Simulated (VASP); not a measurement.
A run of VASP 6.6.1:

The input INCAR:

```
SYSTEM = Se
ALGO = Fast ; EDIFF = 1E-6
ENCUT = 520 ; GGA = PE
ISIF = 2 ; ISMEAR = 0
IVDW = 12 ; LASPH = .TRUE.
LCHARG = .FALSE. ; LREAL = .FALSE.
LWAVE = .FALSE. ; NBANDS = 16
NELM = 100 ; PREC = Accurate
SIGMA = 0.05
```

Contents of KPOINTS:

```
k-points
0
G
  12 12 8
  0 0 0
```

POSCAR

```
Se
1.0
    4.1582771654      0.0000000000      0.0000000000
   -2.0791385827      3.6011736612      0.0000000000
    0.0000000000      0.0000000000      4.6460430769
Se
3
Direct
    0.2473450691      0.0000000000      0.3333333333
    0.0000000000      0.2473450691      0.6666666667
    0.7526549309      0.7526549309      0.0000000000
```

Potentials or basis: VASP PAW PBE potentials, release 64 (Se).

Run with:

```sh
$ cat potpaw_PBE.64/Se/POTCAR > POTCAR
$ mpirun -np 1 vasp_std > vasp.out
```

Hardware: 1 thread of Intel(R) Xeon(R) Platinum 8375C CPU @ 2.90GHz (Ice Lake), with other jobs on the host.

**Question.** Estimate the wall time of this run.

**Answer.** Wall time 70 s on 1 thread of Intel(R) Xeon(R) Platinum 8375C CPU @ 2.90GHz (Ice Lake), with other jobs on the host, peak memory 0.27 GiB. Counts: scf iterations 12, k points 131.
